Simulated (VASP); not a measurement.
# Sb (R-3m) in VASP: a series of runs, part 2 of 2

VASP 6.6.1. Earlier steps stand in the parts before.

### 3 Relaxation of the atoms, PBE+D3(BJ) (a relaxed cell with its volume scaled by 1.02)

The input, INCAR:

```
PREC = Accurate
ENCUT = 520
EDIFF = 1E-7
ISMEAR = 0
SIGMA = 0.02
LREAL = F
LASPH = T
NELM = 100
ALGO = Normal
ISIF = 2
LWAVE = F
LCHARG = F
GGA = PE
IVDW = 12
IBRION = 2
NSW = 80
EDIFFG = -0.002
```

The input, KPOINTS:

```
Automatic mesh
0
Gamma
  3 3 3
```

The input, POSCAR:

```
Sb                                      
1.0
    2.2098839591      1.2758770988      3.7017928562
   -2.2098839591      1.2758770988      3.7017928562
    0.0000000000     -2.5517541975      3.7017928562
  Sb            
     2
Direct
     0.2318011591601916    0.2318011591601916    0.2318011591601916
     0.7681988408398084    0.7681988408398084    0.7681988408398084
```

Potentials or basis: VASP PAW PBE potentials, release 64 (Sb).

Command:

```sh
cat potpaw_PBE.64/Sb/POTCAR > POTCAR
mpirun -np 1 vasp_std > vasp.out
```

OUTCAR:

```text
PREC = Accurate
   ENCUT = 520
   EDIFF = 1E-7
   ISMEAR = 0
   LREAL = F
   LASPH = T
   NELM = 100
   ISIF = 2
   GGA = PE
   IVDW = 12
   IBRION = 2
   NSW = 80
   EDIFFG = -0.002
 IVDW          = 12

 ion  position               nearest neighbor table
   1  0.232  0.232  0.232-   2 2.93   2 2.93   2 2.93   2 3.41   2 3.41   2 3.41
   2  0.768  0.768  0.768-   1 2.93   1 2.93   1 2.93   1 3.41   1 3.41   1 3.41

  LATTYP: Found a trigonal (rhomboedric) cell.
 ALAT       =     4.4960782727
 COS(alpha) =     0.5168286127

  Lattice vectors:

 A1 = (   2.2098839591,   1.2758770988,   3.7017928562)
 A2 = (  -2.2098839591,   1.2758770988,   3.7017928562)
 A3 = (   0.0000000000,  -2.5517541975,   3.7017928562)

Analysis of symmetry for initial positions (statically):
=====================================================================
 Subroutine PRICEL returns:
 Original cell was already a primitive cell.

 Routine SETGRP: Setting up the symmetry group for a
 trigonal (rhombohedral) supercell.

 Subroutine GETGRP returns: Found 12 space group operations
 (whereof 12 operations were pure point group operations)
 out of a pool of 12 trial point group operations.

The static configuration has the point symmetry D_3d.

Analysis of symmetry for dynamics (positions and initial velocities):
=====================================================================
 Subroutine PRICEL returns:
 Original cell was already a primitive cell.

 Routine SETGRP: Setting up the symmetry group for a
 trigonal (rhombohedral) supercell.

 Subroutine GETGRP returns: Found 12 space group operations
 (whereof 12 operations were pure point group operations)
 out of a pool of 12 trial point group operations.

The dynamic configuration has the point symmetry D_3d.

 Subroutine INISYM returns: Found 12 space group operations
 (whereof 12 operations are pure point group operations),
 and found     1 'primitive' translations

----------------------------------------------------------------------------------------

                                     Primitive cell
[... 73 lines left out ...]
   LREAL  =      F    real-space projection
   EDIFFG = -.2E-02   stopping-criterion for IOM
   NSW    =     80    number of steps for IOM
   IBRION =      2    ionic relax: 0-MD 1-quasi-New 2-CG
   NFREE  =      1    steps in history (QN), initial steepest desc. (CG)
   ISIF   =      2    stress and relaxation
   ISYM   =      2    0-nonsym 1-usesym 2-fastsym
   POTIM  = 0.5000    time-step for ionic-motion
   TEBEG  =    0.0;   TEEND  =   0.0 temperature during run
   PSTRESS=    0.0 pullay stress
   NELECT =      10.0000    total number of electrons
   NUPDOWN=      -1.0000    fix difference up-down
   EMIN   =  10.00;   EMAX   =-10.00  energy-range for DOS
   EFERMI =   0.00;   METHOD = LEGACY
   ISMEAR =     0;   SIGMA  =   0.02  broadening in eV -4-tet -1-fermi 0-gaus
   EFERMI_NEDOS =   21; number of points for ismear=-14 and -15
   IALGO  =     38    algorithm
   IMIX   =      4    mixing-type and parameters
     AMIX     =   0.40;   BMIX     =  1.00
     AMIX_MAG =   1.60;   BMIX_MAG =  1.00
  volume/ion in A,a.u.               =      31.31       211.30
  Fermi-wavevector in a.u.,A,eV,Ry     =   0.888166  1.678391 10.732810  0.788839
  Thomas-Fermi vector in A             =   2.009560
   LORBIT       =      0    0 simple, 1 ext, 2 COOP (PROOUT), +10 PAW based schemes
   GGA     = PE    functional components
   LHFCALC =     F    Hartree Fock is set to
   AEXX    =    0.0000 exact exchange contribution
   IVDW    =    12    specifies the selected vdW correction
   LEPSILON=     F    determine dielectric tensor
   LRPA    =     F    only Hartree local field effects (RPA)
 conjugate gradient relaxation of ions
 non-spin polarized calculation
 Gauss-broadening in eV      SIGMA  =   0.02
  energy-cutoff  :      520.00
  volume of cell :       62.62
 maximum number of plane-waves:      1699
 NGX is ok and might be reduce to    36
   NGX = 17   NGY = 17   NGZ = 17

--------------------------------------- Ionic step        1  -------------------------------------------

 number of electron      10.0000000 magnetization

 Free energy of the ion-electron system (eV)
  ---------------------------------------------------
  ext. energy  EPLUGINS =         0.00000000
  ---------------------------------------------------
  free energy    TOTEN  =        -8.40580662 eV

  energy without entropy =       -8.40580662  energy(sigma->0) =       -8.40580662

------------------------ aborting loop because EDIFF is reached ----------------------------------------

 Edisp (eV)   -0.91063

 E8    (eV) :    -0.4250
[... 111 lines left out ...]
--------------------------------------- Ionic step        4  -------------------------------------------

 number of electron      10.0000000 magnetization

 Free energy of the ion-electron system (eV)
  ---------------------------------------------------
  ext. energy  EPLUGINS =         0.00000000
  ---------------------------------------------------
  free energy    TOTEN  =        -8.40647989 eV

  energy without entropy =       -8.40647989  energy(sigma->0) =       -8.40647989

 E-fermi :   6.1289     XC(G=0):  -9.3733

 val. band max:        6.0312528021   @ k =   0.3333   0.0000  -0.0000
 cond. band min:       7.4519128986   @ k =   0.3333   0.0000  -0.0000
 fundamental gap:      1.4206600965
 Fermi energy:         6.1289140963

 k-point     1 :       0.0000    0.0000    0.0000
  band No.  band energies     occupation
      1      -5.6143      2.00000
      2       1.9159      2.00000
      3       4.9321      2.00000
      4       4.9321      2.00000
      5       5.2189      2.00000
      6       8.7592      0.00000
      7       9.4789      0.00000
      8       9.4789      0.00000
      9      11.8449      0.00000
[... 91 lines left out ...]
  FREE ENERGIE OF THE ION-ELECTRON SYSTEM (eV)
  ---------------------------------------------------
  free  energy   TOTEN  =        -9.3171327424 eV

  energy  without entropy=       -9.3171327424  energy(sigma->0) =       -9.31713274

 reached required accuracy - stopping structural energy minimisation
```

CONTCAR:

```text
Sb
   1.00000000000000
     2.2098839590999999    1.2758770988000001    3.7017928562000000
    -2.2098839590999999    1.2758770988000001    3.7017928562000000
     0.0000000000000000   -2.5517541975000002    3.7017928562000000
  Sb
     2
Direct
     0.2310173631721016    0.2310173631721016    0.2310173631721016
     0.7689826368278984    0.7689826368278984    0.7689826368278984

  0.00000000E+00  0.00000000E+00  0.00000000E+00
  0.00000000E+00  0.00000000E+00  0.00000000E+00
```

It took 15 s on 1 thread of Intel Xeon Platinum 8488C (Sapphire Rapids), shared host; peak memory 0.2 GiB.

Results:

```yaml
Free_energy: -9.3171 eV
Energy_gained_by_relaxing: 0.3 meV/atom
Ionic_steps: 4
Pressure_after_relaxing: -1.0 GPa
Band_gap_on_the_k_mesh: 1.42 eV, direct
Dispersion_energy_per_atom: -0.455 eV
```

Step by step:
```csv
step,energy change (eV),largest force (eV/Å),pressure (GPa)
1,0.0000,0.0792,-1.14
2,-0.0005,0.0449,-1.06
3,-0.0007,0.0022,-0.97
4,-0.0007,0.0000,-0.96
```

Final structure:
```
CELL_PARAMETERS angstrom
2.20988 1.27588 3.70179
-2.20988 1.27588 3.70179
0.00000 -2.55175 3.70179
ATOMIC_POSITIONS crystal
Sb 0.23102 0.23102 0.23102
Sb 0.76898 0.76898 0.76898
```

Caveat: the k mesh is coarse (spacing up to 0.58 Å⁻¹), so the values aren't converged; spin-orbit coupling is left out, which moves the levels of the heavy elements; an odd mesh through Γ misses points on the zone boundary, where band edges often lie.

### 4 Vibrations by finite differences, PBE+D3(BJ)

The input, INCAR:

```
SYSTEM = Sb
PREC = Accurate ; ENCUT = 520
EDIFF = 1E-8 ; ISMEAR = 0
SIGMA = 0.02 ; LREAL = .FALSE.
LASPH = .TRUE. ; NELM = 100
ALGO = Normal ; ISIF = 2
LWAVE = .FALSE. ; LCHARG = .FALSE.
GGA = PE ; IVDW = 12
IBRION = 6 ; NFREE = 2
POTIM = 0.015 ; NSW = 1
```

The input, KPOINTS:

```
regular mesh
0
G
  3 3 3
  0 0 0
```

The input, POSCAR:

```
Sb                                      
1.0
    2.1806105260      1.2589760744      3.6527567134
   -2.1806105260      1.2589760744      3.6527567134
    0.0000000000     -2.5179521486      3.6527567134
  Sb            
     2
Direct
     0.2325998379850510    0.2325998379850510    0.2325998379850510
     0.7674001620149490    0.7674001620149490    0.7674001620149490
```

Potentials or basis: VASP PAW PBE potentials, release 64 (Sb).

Command:

```sh
cat potpaw_PBE.64/Sb/POTCAR > POTCAR
mpirun -np 1 vasp_std > vasp.out
```

OUTCAR:

```text
SYSTEM = Sb
   PREC = Accurate
   ENCUT = 520
   EDIFF = 1E-8
   ISMEAR = 0
   LREAL = .FALSE.
   LASPH = .TRUE.
   NELM = 100
   ISIF = 2
   GGA = PE
   IVDW = 12
   IBRION = 6
   NFREE = 2
   POTIM = 0.015
   NSW = 1
 IVDW          = 12

 ion  position               nearest neighbor table
   1  0.233  0.233  0.233-   2 2.90   2 2.90   2 2.90   2 3.35   2 3.35   2 3.35
   2  0.767  0.767  0.767-   1 2.90   1 2.90   1 2.90   1 3.35   1 3.35   1 3.35

  LATTYP: Found a trigonal (rhomboedric) cell.
 ALAT       =     4.4365205544
 COS(alpha) =     0.5168286127

  Lattice vectors:

 A1 = (   2.1806105260,   1.2589760744,   3.6527567134)
 A2 = (  -2.1806105260,   1.2589760744,   3.6527567134)
 A3 = (   0.0000000000,  -2.5179521486,   3.6527567134)

Analysis of symmetry for initial positions (statically):
=====================================================================
 Subroutine PRICEL returns:
[... 335 lines left out ...]
      1      -5.4108      2.00000
      2       2.6147      2.00000
      3       5.3663      2.00000
      4       5.3663      2.00000
      5       5.5976      2.00000
      6       9.3584      0.00000
      7      10.0566      0.00000
      8      10.0566      0.00000
      9      12.2820      0.00000
[... 91 lines left out ...]
  FREE ENERGIE OF THE ION-ELECTRON SYSTEM (eV)
  ---------------------------------------------------
  free  energy   TOTEN  =        -9.3163042094 eV

  energy  without entropy=       -9.3163042094  energy(sigma->0) =       -9.31630421

 INTERNAL STRAIN TENSORS FROM DISPLACED ATOMS
 ============================================

 INTERNAL STRAIN TENSOR FOR ION    1 for displacements in x,y,z  (eV/Angst):
          X           Y           Z          XY          YZ          ZX
  --------------------------------------------------------------------------------
  x     0.00000     0.00000     0.00000     4.08076     0.00000    -6.24614
  y     4.08076    -4.08076    -0.00000     0.00000    -6.24614    -0.00000
  z    -4.45399    -4.45399    -3.41635     0.00000    -0.00000     0.00000

 INTERNAL STRAIN TENSOR FOR ION    2 for displacements in x,y,z  (eV/Angst):
          X           Y           Z          XY          YZ          ZX
  --------------------------------------------------------------------------------
  x     0.00000     0.00000     0.00000    -4.08076     0.00000     6.24614
  y    -4.08076     4.08076     0.00000     0.00000     6.24614     0.00000
  z     4.45399     4.45399     3.41635     0.00000     0.00000     0.00000

 Eigenvectors and eigenvalues of the dynamical matrix
 ----------------------------------------------------

   1 f  =    4.357428 THz    27.378529 2PiTHz  145.348158 cm-1    18.020867 meV
             X         Y         Z           dx          dy          dz
      0.000000  0.000000  2.548892     0.000000    0.000000    0.707107
      0.000000  0.000000  8.409378     0.000000   -0.000000   -0.707107
[... 21 lines left out ...]
   6 f/i=    0.000000 THz     0.000000 2PiTHz    0.000002 cm-1     0.000000 meV
             X         Y         Z           dx          dy          dz
      0.000000  0.000000  2.548892    -0.000000    0.039092   -0.706025
      0.000000  0.000000  8.409378    -0.000000    0.039092   -0.706025

 ELASTIC MODULI CONTR FROM IONIC RELAXATION (kBar)
 Direction    XX          YY          ZZ          XY          YZ          ZX
 --------------------------------------------------------------------------------
 XX        -293.0083     69.6135    -85.6753      0.0000    277.5202     -0.0000
 YY          69.6135   -293.0083    -85.6753     -0.0000   -277.5202      0.0000
 ZZ         -85.6753    -85.6753    -65.7156      0.0000     -0.0000     -0.0000
 XY           0.0000     -0.0000      0.0000   -181.3109     -0.0000    277.5202
 YZ         277.5202   -277.5202     -0.0000     -0.0000   -424.7812      0.0000
 ZX          -0.0000      0.0000     -0.0000    277.5202      0.0000   -424.7811
 --------------------------------------------------------------------------------
```

OSZICAR:

```text
N       E                     dE             d eps       ncg     rms          rms(c)
DAV:   1     0.361704904209E+02    0.36170E+02   -0.36349E+03   108   0.861E+02
DAV:   2    -0.633535787802E+01   -0.42506E+02   -0.42287E+02   137   0.125E+02
DAV:   3    -0.834457424257E+01   -0.20092E+01   -0.19998E+01   136   0.309E+01
[... 46 lines left out ...]
DAV:   4    -0.836691489187E+01   -0.45626E-05   -0.83181E-06   130   0.199E-02    0.300E-03
DAV:   5    -0.836691491739E+01   -0.25522E-07   -0.54160E-07   118   0.504E-03    0.550E-04
DAV:   6    -0.836691487496E+01    0.42430E-07   -0.40240E-08   112   0.138E-03    0.284E-04
DAV:   7    -0.836691484144E+01    0.33519E-07   -0.10057E-08    55   0.587E-04    0.491E-05
DAV:   8    -0.836691483346E+01    0.79802E-08   -0.17457E-09    54   0.289E-04
   5 F= -.93163042E+01 E0= -.93163042E+01  d E =-.552911E-20
```

Wall time 30 s (1 thread of Intel Xeon Platinum 8488C (Sapphire Rapids), shared host); peak memory 0.21 GiB.

What came out:

- Highest phonon frequency at Γ: 145 cm⁻¹
- Dispersion energy per atom: -0.475 eV

Phonon frequencies in cm⁻¹ (negative: imaginary):
| q point | frequencies |
| --- | --- |
| (0.000, 0.000, 0.000) | 0 0 0 105 105 145 |

Caveat: the k mesh is coarse (spacing up to 0.59 Å⁻¹), so the values aren't converged.

### 5 Summary

| task | cell | gap on the mesh (eV) | pressure (GPa) |
| --- | --- | --- | --- |
| relaxation of the atoms | atoms relaxed from: a relaxed cell with its volume scaled by 0.98 | 1.38 | 1.1 |
| relaxation of the atoms | atoms relaxed from: a relaxed cell with its volume scaled by 1.02 | 1.42 | -1.0 |
| vibrations by finite differences | as given | - | - |

Alike in all rows: level PBE+D3(BJ); potentials or basis VASP PAW PBE potentials, release 64 (Sb); no spin polarisation; k mesh 3 × 3 × 3; cutoff (eV) 520; smearing gaussian 0.02 eV; the mesh is coarse, so values aren't converged.

Caveats: all runs use coarse meshes; spin-orbit coupling is left out, which moves the levels of the heavy elements (some runs); an odd mesh through Γ misses points on the zone boundary, where band edges often lie (some runs).

Total energies depend on the potentials used, so only differences within one code and one set of settings carry meaning.
